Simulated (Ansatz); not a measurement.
Cr, 2 atoms in the cell. The structure is orthorhombic, space group Cmcm (No. 63). Conventional cell: a = 2.294 Å, b = 4.934 Å, c = 4.064 Å, α = 90.00°, β = 90.00°, γ = 90.00°. Cr (site symmetry m2m) has 8 Cr at 2.29 to 2.62 Å as nearest neighbours. This isn't the form of Cr at room conditions, which is bcc.

- Program: Ansatz 0.2.0
- Task: single point
- Functional: PBE
- Potentials or basis: Ansatz PAW
- Cutoff: 420 eV (not typed: the program's choice for these potentials)
- k mesh: 13 × 13 × 7
- Occupations: fermi-dirac, width 0.05 eV
- Spin: collinear spin, ferromagnetic start
- Starting moments: [4.5, 4.5] μB

Potentials or basis: Ansatz PAW.

Run with:

```bash
$ ansatz run input.yaml --threads 2 --pin off --max-ram 5632MiB --backend cpu --events-out ev --progress --plain --runs-dir out
```

Hardware: 2 threads of Arm Neoverse V1 (shared host).

Question: Estimate the wall time of this run.

Answer: It took 12 s on 2 threads of Arm Neoverse V1 (shared host), peak memory 0.45 GiB. Counts: scf iterations 13, plane waves 459, k points 196, bands 23.
